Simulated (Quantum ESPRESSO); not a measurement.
**TiSi under changes of volume**

One of the cells (14.630 Å³/atom); the others are scaled copies at fixed shape and fractional positions:

```
CELL_PARAMETERS angstrom
1.81618 -2.11762 0.00000
1.81618 2.11762 0.00000
0.00000 0.00000 3.80393
ATOMIC_POSITIONS crystal
Ti 0.50000 0.50000 0.00000
Si 0.00000 0.00000 0.50000
```

The cell comes from a database or a generator and needn't be the stable form of this composition.

```yaml
Program: Quantum ESPRESSO 7.5
Functional: PBEsol
Potentials_or_basis: GBRV 1.5 PBEsol
Cutoff: 612 eV
Density_cutoff: 4898 eV
k_mesh: 10 × 10 × 7
Occupations: fermi-dirac, width 0.05 eV
Spin: no spin polarisation
```

```csv
volume (Å³/atom),energy over the lowest point (meV/atom),pressure (GPa)
13.752,5.61,4.7
14.045,0.00,1.4
14.337,0.18,-1.6
14.630,?,?
14.922,15.87,-6.8
15.215,30.40,-9.0
15.508,48.80,-11.1
```

Problem. What does the run at 14.630 Å³/atom give?

Solution. Energy over the lowest point 5.63 meV/atom; pressure -4.3 GPa.

Worked out: A Birch-Murnaghan fit of order 3 (a polynomial in V^(-2/3)) to the other rows has its minimum at 14.18 Å³/atom with B0 = V·E''(V) = 148 GPa and B' = 4.0 at fixed shape and positions, which overstates the stiffness. It gives 5.67 meV/atom at 14.630 Å³/atom, against the run's 5.63, and -dE/dV = -4.3 GPa, against -4.3.

Energies are extrapolated to zero smearing.
